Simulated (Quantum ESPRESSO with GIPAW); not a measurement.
# SiO2: NMR parameters from first principles

Wanted: NMR shieldings for each site of SiO2.

Calculated with Quantum ESPRESSO with GIPAW 8.0dev (patched build); DFT, PBEsol, plane-wave PAW (pslibrary 1.0.0 recipes), scalar-relativistic, GIPAW; a patched development version of the program.

## (1) The structure

The structure is trigonal, space group P3_221 (No. 154). The conventional cell has a = 4.916 Å, b = 4.916 Å, c = 5.408 Å, α = 90.00°, β = 90.00°, γ = 120.00°. Nearest to Si lie 4 O at 1.62 Å. O has 2 Si at 1.62 Å nearest. Farther neighbours and most contacts between anions are not listed.

The cell is an entry of the Crystallography Open Database; it need not be the form that is stable at ambient conditions.

This structure had its atoms relaxed beforehand (DFT, PBEsol, plane-wave PAW (pslibrary 1.0.0 recipes), Quantum ESPRESSO with GIPAW), starting from the database entry, since shieldings follow bond lengths closely.

## (2) Self-consistent run

First the ground state. The response equations take the occupied wavefunctions as exact, so conv_thr is set much tighter than for an energy. No empty states are asked for: the response is solved without them. The mesh has a spacing of 0.30 Å⁻¹ at most. The PAW files were made with ld1.x from the pslibrary 1.0.0 recipes, with GIPAW reconstruction switched on.

File scf.in:

```
&control
  calculation = 'scf'
  prefix = 'x'
  outdir = './tmp/'
  pseudo_dir = './'
/
&system
  ibrav = 0
  nat = 9
  ntyp = 2
  ecutwfc = 55
  ecutrho = 330
  nbnd = 24
/
&electrons
  conv_thr = 1.0d-10
  mixing_beta = 0.7
  electron_maxstep = 100
/
ATOMIC_SPECIES
  Si 28.085 Si.pbesol-n-kjpaw_psl.1.0.0-gipaw.UPF
  O 15.999 O.pbesol-n-kjpaw_psl.1.0.0-gipaw.UPF
CELL_PARAMETERS angstrom
  4.91636000 0.00000000 0.00000000
  -2.45818000 4.25769265 0.00000000
  0.00000000 0.00000000 5.40840000
ATOMIC_POSITIONS crystal
  Si 0.53348837 0.53348837 -0.00000000
  Si -0.00000000 0.46651163 0.33333333
  Si 0.46651163 -0.00000000 0.66666667
  O 0.58906064 0.86170518 0.88550461
  O 0.13829482 0.72735546 0.55217127
  O 0.27264454 0.41093936 0.21883794
  O 0.86170518 0.58906064 0.11449539
  O 0.72735546 0.13829482 0.44782873
  O 0.41093936 0.27264454 0.78116206
K_POINTS automatic
  5 5 4 0 0 0
```

Command:

```
mpirun -np 8 pw.x -nk 8 -in scf.in > scf.out
```

Output:

```text
using ibrav=0 with symmetry is DISCOURAGED, use correct ibrav instead

     bravais-lattice index     =            0
     lattice parameter (alat)  =       9.2906  a.u.
     unit-cell volume          =     763.9825 (a.u.)^3
     number of atoms/cell      =            9
     number of atomic types    =            2
     number of electrons       =        48.00
     number of Kohn-Sham states=           24
     kinetic-energy cutoff     =      55.0000  Ry
     charge density cutoff     =     330.0000  Ry
     scf convergence threshold =      1.0E-10
     mixing beta               =       0.7000
     number of iterations used =            8  plain     mixing
     Exchange-correlation= SLA-PW-PSX-PSC
                           (   1   4  10   8   0   0   0)
[...]
Si                4.00    28.08500     Si( 1.00)
     O                 6.00    15.99900     O ( 1.00)

      6 Sym. Ops. (no inversion) found ( 4 have fractional translation)
[...]
number of k points=    17
[...]
Dense  grid:    77219 G-vectors     FFT dimensions: (  54,  54,  60)

     Smooth grid:    42001 G-vectors     FFT dimensions: (  45,  45,  54)

     Check: negative core charge=   -0.000003

     Initial potential from superposition of free atoms

     starting charge      47.9984, renormalised to      48.0000
     Starting wfcs are   36 randomized atomic wfcs

     Self-consistent Calculation

     iteration #  1     ecut=    55.00 Ry     beta= 0.70
     Davidson diagonalization with overlap
     ethr =  1.00E-02,  avg # of iterations =  2.0

     total energy              =    -382.86080689 Ry
     estimated scf accuracy    <       2.79364476 Ry

     iteration #  2     ecut=    55.00 Ry     beta= 0.70
     Davidson diagonalization with overlap
     ethr =  5.82E-03,  avg # of iterations =  6.2

     total energy              =    -384.66164795 Ry
     estimated scf accuracy    <       1.10248289 Ry

     iteration #  3     ecut=    55.00 Ry     beta= 0.70
     Davidson diagonalization with overlap
     ethr =  2.30E-03,  avg # of iterations =  2.1

     total energy              =    -384.60732577 Ry
     estimated scf accuracy    <       0.32150718 Ry

[...]
c_bands: 5 eigenvalues not converged on the other pools
[...]
c_bands: 5 eigenvalues not converged on the other pools
[...]
total energy              =    -384.89083644 Ry
[...]
iteration # 39     ecut=    55.00 Ry     beta= 0.70
     Davidson diagonalization with overlap
     ethr =  3.99E-13,  avg # of iterations =  1.9

     total energy              =    -384.89083644 Ry
     estimated scf accuracy    <          2.4E-10 Ry

     iteration # 40     ecut=    55.00 Ry     beta= 0.70
     Davidson diagonalization with overlap
     ethr =  3.99E-13,  avg # of iterations =  1.0

     End of self-consistent calculation
     [one-electron energies left out]

!    total energy              =    -384.89083644 Ry
     total all-electron energy =     -2638.211068 Ry
     estimated scf accuracy    <          7.2E-11 Ry

     The total energy is the sum of the following terms:
     one-electron contribution =     -98.80674260 Ry
     hartree contribution      =      76.51897329 Ry
     xc contribution           =     -63.59049374 Ry
     ewald contribution        =    -140.32943262 Ry
     one-center paw contrib.   =    -158.68314077 Ry

     convergence has been achieved in  40 iterations
[...]
JOB DONE.
```

The job ended after 72 s (8 MPI ranks of Arm Neoverse V2, shared host; peak memory 1.3 GiB; 9.6 min of CPU time).

It converged in 40 cycles to an estimated accuracy of 7e-11 Ry, on 17 irreducible k-points.

## (3) Magnetic response

A uniform field breaks periodicity, so gipaw.x applies it as a wave of small q and takes the limit. It solves for the first-order states, builds the induced current and gets the field at each nucleus by Biot–Savart; the PAW spheres add what the smooth waves miss near the nuclei. pawproj makes the reconstruction use the PAW data sets' own projectors.

File nmr.in:

```
&inputgipaw
  job = 'nmr'
  prefix = 'x'
  tmp_dir = './tmp/'
  restart_mode = 'from_scratch'
  verbosity = 'low'
  q_gipaw = 0.01
  spline_ps = .true.
  conv_threshold = 1.0d-11
  use_nmr_macroscopic_shape = .false.
  pawproj(1) = .true.
  pawproj(2) = .true.
/
```

Command:

```
mpirun -np 8 gipaw.x -in nmr.in > nmr.out
```

Output:

```text
[banner, memory and clock lines left out]
[a note of our patched build left out]

     Parallelizing q-star over 1 images

     IMPORTANT: XC functional enforced from input :
     Exchange-correlation= PBESOL
                           (   1   4  10   8   0   0   0)
     Any further DFT definition will be discarded
     Please, verify this is what you really want

     Check: negative core charge=   -0.000003
[...]
WARNING: some symmetry operations do not permute x, y and z, so the susceptibility and the shape term are
     wrong: all shieldings move alike (in wurtzite BN nosym gave 13 and 6 ppm more at 3 and 6 points an axis).
     Run pw.x with nosym, and raise the mesh until the susceptibility stays

     alpha_pv=     38.5694 eV

     spline_ps is .false., expect some extrapolation errors

     q-space interpolation up to    66.00 Rydberg

     GIPAW job: nmr
     NMR macroscopic correction: no
[...]
Computing the magnetic susceptibility     isolve=0    ethr=  0.1000E-10
     Starting from scratch
     k-point #    1 of    17      pool #  1    cpu time:       0.6
[...]
End of magnetic susceptibility calculation

     f-sum rule (1st term):
           -45.2243          0.0000          0.0000
             0.0000        -45.2243          0.0000
             0.0000          0.0000        -45.2263

     f-sum rule (2nd term):
            -1.0389          0.0000          0.0000
            -0.0000         -1.0389         -0.0000
            -0.0000          0.0000         -1.0369

     f-sum rule (should be   -46.2607):
           -46.2631          0.0000          0.0000
             0.0000        -46.2631          0.0000
            -0.0000          0.0000        -46.2632

[... susceptibilities left out ...]
     Contributions to the NMR chemical shifts: -------------------------------

     Macroscopic shape contribution in ppm:                    0.00
             0.0000          0.0000          0.0000
             0.0000          0.0000          0.0000
             0.0000          0.0000          0.0000

     Core contribution in ppm:

     Atom  1  Si  pos: (  0.266744  0.462014  0.000000)  core sigma:         836.91
     Atom  2  Si  pos: ( -0.233256  0.404011  0.366694)  core sigma:         836.91
     Atom  3  Si  pos: (  0.466512  0.000000  0.733388)  core sigma:         836.91
     Atom  4  O   pos: (  0.158208  0.746259  0.974128)  core sigma:         270.50
     Atom  5  O   pos: ( -0.225383  0.629908  0.607434)  core sigma:         270.50
     Atom  6  O   pos: (  0.067175  0.355884  0.240740)  core sigma:         270.50
     Atom  7  O   pos: (  0.567175  0.510141  0.125954)  core sigma:         270.50
     Atom  8  O   pos: (  0.658208  0.119767  0.492648)  core sigma:         270.50
     Atom  9  O   pos: (  0.274617  0.236117  0.859342)  core sigma:         270.50

     Bare contribution in ppm:

     Atom  1  Si  pos: (  0.266744  0.462014  0.000000)  bare sigma:         -27.60
[...]
Atom  2  Si  pos: ( -0.233256  0.404011  0.366694)  bare sigma:         -27.60
[...]
Atom  3  Si  pos: (  0.466512  0.000000  0.733388)  bare sigma:         -27.60
[...]
Atom  4  O   pos: (  0.158208  0.746259  0.974128)  bare sigma:          57.17
[...]
Atom  5  O   pos: ( -0.225383  0.629908  0.607434)  bare sigma:          57.17
[...]
Atom  6  O   pos: (  0.067175  0.355884  0.240740)  bare sigma:          57.17
[...]
Atom  7  O   pos: (  0.567175  0.510141  0.125954)  bare sigma:          57.17
[...]
Atom  8  O   pos: (  0.658208  0.119767  0.492648)  bare sigma:          57.17
[...]
Atom  9  O   pos: (  0.274617  0.236117  0.859342)  bare sigma:          57.17
[...]
Diamagnetic contribution in ppm:

     Atom  1  Si  pos: (  0.266744  0.462014  0.000000)  dia sigma:           1.87
[...]
Atom  2  Si  pos: ( -0.233256  0.404011  0.366694)  dia sigma:           1.87
[...]
Atom  3  Si  pos: (  0.466512  0.000000  0.733388)  dia sigma:           1.87
[...]
Atom  4  O   pos: (  0.158208  0.746259  0.974128)  dia sigma:          18.46
[...]
Atom  5  O   pos: ( -0.225383  0.629908  0.607434)  dia sigma:          18.46
[...]
Atom  6  O   pos: (  0.067175  0.355884  0.240740)  dia sigma:          18.46
[...]
Atom  7  O   pos: (  0.567175  0.510141  0.125954)  dia sigma:          18.46
[...]
Atom  8  O   pos: (  0.658208  0.119767  0.492648)  dia sigma:          18.46
[...]
Atom  9  O   pos: (  0.274617  0.236117  0.859342)  dia sigma:          18.46
[...]
Paramagnetic contribution in ppm:

     Atom  1  Si  pos: (  0.266744  0.462014  0.000000)  para sigma:        -384.30
[...]
Atom  2  Si  pos: ( -0.233256  0.404011  0.366694)  para sigma:        -384.30
[...]
Atom  3  Si  pos: (  0.466512  0.000000  0.733388)  para sigma:        -384.30
[...]
Atom  4  O   pos: (  0.158208  0.746259  0.974128)  para sigma:          60.37
[...]
Atom  5  O   pos: ( -0.225383  0.629908  0.607434)  para sigma:          60.37
[...]
Atom  6  O   pos: (  0.067175  0.355884  0.240740)  para sigma:          60.37
[...]
Atom  7  O   pos: (  0.567175  0.510141  0.125954)  para sigma:          60.37
[...]
Atom  8  O   pos: (  0.658208  0.119767  0.492648)  para sigma:          60.37
[...]
Atom  9  O   pos: (  0.274617  0.236117  0.859342)  para sigma:          60.37
[...]
Paramagnetic US occ-occ contribution in ppm:

     Atom  1  Si  pos: (  0.266744  0.462014  0.000000)  para_oo sigma:          -3.48
[...]
Atom  2  Si  pos: ( -0.233256  0.404011  0.366694)  para_oo sigma:          -3.48
[...]
Atom  3  Si  pos: (  0.466512  0.000000  0.733388)  para_oo sigma:          -3.48
[...]
Atom  4  O   pos: (  0.158208  0.746259  0.974128)  para_oo sigma:          -2.16
[...]
Atom  5  O   pos: ( -0.225383  0.629908  0.607434)  para_oo sigma:          -2.16
[...]
Atom  6  O   pos: (  0.067175  0.355884  0.240740)  para_oo sigma:          -2.16
[...]
Atom  7  O   pos: (  0.567175  0.510141  0.125954)  para_oo sigma:          -2.16
[...]
Atom  8  O   pos: (  0.658208  0.119767  0.492648)  para_oo sigma:          -2.16
[...]
Atom  9  O   pos: (  0.274617  0.236117  0.859342)  para_oo sigma:          -2.16
[...]
Paramagnetic US L_R Q_R contribution in ppm:

     Atom  1  Si  pos: (  0.266744  0.462014  0.000000)  para_lq sigma:           1.98
[...]
Atom  2  Si  pos: ( -0.233256  0.404011  0.366694)  para_lq sigma:           1.98
[...]
Atom  3  Si  pos: (  0.466512  0.000000  0.733388)  para_lq sigma:           1.98
[...]
Atom  4  O   pos: (  0.158208  0.746259  0.974128)  para_lq sigma:        -202.82
[...]
Atom  5  O   pos: ( -0.225383  0.629908  0.607434)  para_lq sigma:        -202.82
[...]
Atom  6  O   pos: (  0.067175  0.355884  0.240740)  para_lq sigma:        -202.82
[...]
Atom  7  O   pos: (  0.567175  0.510141  0.125954)  para_lq sigma:        -202.82
[...]
Atom  8  O   pos: (  0.658208  0.119767  0.492648)  para_lq sigma:        -202.82
[...]
Atom  9  O   pos: (  0.274617  0.236117  0.859342)  para_lq sigma:        -202.82
[...]
Total NMR chemical shifts in ppm: ---------------------------------------
     (adopting the Simpson convention for anisotropy and asymmetry)-----------

     Atom  1  Si  pos: (  0.266744  0.462014  0.000000)  Total sigma:         425.37
           426.8241         -0.3252         -7.4576
            -0.3252        426.4485          4.3057
            12.8026         -7.3916        422.8395

     Si      1    anisotropy:     -6.25    eta:    0.5731
[...]
Atom  2  Si  pos: ( -0.233256  0.404011  0.366694)  Total sigma:         425.37
[... its tensor is left out ...]
     Atom  3  Si  pos: (  0.466512  0.000000  0.733388)  Total sigma:         425.37
[... its tensor is left out ...]
     Atom  4  O   pos: (  0.158208  0.746259  0.974128)  Total sigma:         201.52
           189.6517        -22.7060         20.0446
           -21.5870        211.6111        -26.9661
            21.1983        -26.1086        203.2892

     O       4    anisotropy:     72.08    eta:    0.1372
[...]
Atom  5  O   pos: ( -0.225383  0.629908  0.607434)  Total sigma:         201.52
[... its tensor is left out ...]
     Atom  6  O   pos: (  0.067175  0.355884  0.240740)  Total sigma:         201.52
[... its tensor is left out ...]
     Atom  7  O   pos: (  0.567175  0.510141  0.125954)  Total sigma:         201.52
[... its tensor is left out ...]
     Atom  8  O   pos: (  0.658208  0.119767  0.492648)  Total sigma:         201.52
[... its tensor is left out ...]
     Atom  9  O   pos: (  0.274617  0.236117  0.859342)  Total sigma:         201.52
[... its tensor is left out ...]
```

The job ended after 3.3 min (8 MPI ranks; peak memory 0.66 GiB; 26 min of CPU time).

The f-sum rule is met to 0.0025 of 46.3 (0.005 %). Converged shieldings require that this miss be small, but a small miss does not prove them. gipaw.x warns that with these symmetry operations the susceptibility and the shape term are unreliable; the other terms are not touched.

From the symmetric part of each tensor, with principal values σ11 ≤ σ22 ≤ σ33: σ_iso is their mean, the span is σ33 − σ11 and the skew 3(σ_iso − σ22)/span. (gipaw.x prints an anisotropy in another convention.)

```csv
site,atom no.,atoms in cell,σ_iso (ppm),span (ppm),skew
Si,1,3,425.4,7.5,-0.36
O,4,6,201.5,75.4,0.83
```

The macroscopic shape term is switched off. For a spherical sample the valence susceptibility of this run would add about 8 ppm to every site, a rough estimate, since the susceptibility converges slowly and lacks part of the PAW terms, above all in hexagonal and trigonal cells. Differences within the crystal don't depend on it, but shieldings of different compounds can't be compared to better than a few ppm without it.

In this run the largest span is that of O (site symmetry 1), with principal values 174.2, 180.8 and 249.6 ppm.

17O also has a quadrupolar coupling here. It is not given: on PAW files the efg job of this gipaw.x leaves out the augmentation charge of neighbouring atoms and can miss by tens of per cent.

## (4) NMR parameters by site

Covalently bonded atoms count as neighbours within 1.18 times the sum of their radii. Otherwise a cation's neighbours lie within 1.2 times its shortest bond (1.3 for large cations, each anion's radius taken off where they differ), and an anion's are the cations that count it.

| site | atom no. | atoms in cell | surroundings | bonds (Å) | σ_iso (ppm) |
| --- | --- | --- | --- | --- | --- |
| Si | 1 | 3 | SiO4, Q4 | 1.62 to 1.62 | 425.4 |
| O | 4 | 6 | bridging Si-O-Si, 142° | 1.62 to 1.62 | 201.5 |

## (5) Outcome

| Property | Result |
| --- | --- |
| 29Si shielding without shape term | 425.4 ppm |
| 17O shielding without shape term | 201.5 ppm |

29Si has one site (SiO4, Q4), with isotropic shielding 425.4 ppm (shape term left out). A shift needs a reference, δ = σ_ref − σ, fixed on measured compounds; for 29Si of this kind at this level too few were at hand, or they scattered too widely about a line, so none is given. No sound run at another cutoff or mesh is at hand, so convergence rests on the f-sum rule and on experience with these files. This build of gipaw.x prints that it is not audited and that its numbers are no references by themselves. It also reports spline_ps as false although the input sets it; why was not traced. pw.x warned of eigenvalues not converged in some cycles of 2 ground-state runs, which then met the threshold.

[Banner, clock, file and message-heading lines were taken out of the pw.x and gipaw.x logs.]

[Logs are printed without paths, hosts, clocks, repeated set-up lines and the standing remarks that a program may print on its own settings, such as how far it seeks lower states.]

[Hosts, paths, dates, database ids (printed as entryN), source tags and the programs' standing remarks are cut or masked in the printed files.]

[Where no reference line passes its bar on scatter, no shift is given, so a measured shift of this compound may stand uncompared.]
